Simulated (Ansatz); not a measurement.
Independent-particle absorption of SiGe (P6_3mc, a = 3.901 Å, b = 3.901 Å, c = 6.443 Å, α = 90.00°, β = 90.00°, γ = 120.00°), no local fields or excitons, 0.1 eV broadening. The calculation used Ansatz 0.2.0, DFT PBEsol, scalar-relativistic, plane waves, PAW.

Settings: cutoff 420 eV, Γ-centred mesh 12×12×6 on the computed 4-atom cell, Gaussian smearing of 0.02 eV; no spin polarisation. The spectrum is summed on a 18×18×9 mesh.

```
CELL_PARAMETERS angstrom
3.90060 0.00000 0.00000
-1.95030 3.37802 0.00000
0.00000 0.00000 6.44339
ATOMIC_POSITIONS crystal
Si 0.66667 0.33333 0.87455
Si 0.33333 0.66667 0.37455
Ge 0.66667 0.33333 0.50045
Ge 0.33333 0.66667 0.00045
```

```csv
photon energy (eV),"ε2,xx"
0.0,0.00
0.4,0.00
0.6,0.00
1.0,0.01
1.2,0.03
1.6,0.51
1.8,1.06
2.2,6.78
2.6,10.64
2.8,12.52
3.2,40.58
3.4,43.49
3.8,28.05
4.0,23.47
4.4,22.02
4.8,14.33
5.0,12.34
5.4,9.01
5.6,7.40
6.0,5.50
6.2,5.24
6.6,3.91
7.0,2.98
7.2,2.68
7.6,2.20
7.8,1.99
8.2,1.79
8.4,1.63
8.8,1.26
9.2,1.05
9.4,0.98
9.8,0.88
10.0,0.86
10.4,0.74
10.6,0.66
11.0,0.59
```

The strongest peak lies near 3.4 eV. ε∞ (xx, yy, zz) = 14.9, 14.9, 16.0.

Cost: 1 run of about 4.3 core-minutes, on Arm Neoverse V1 (shared hosts).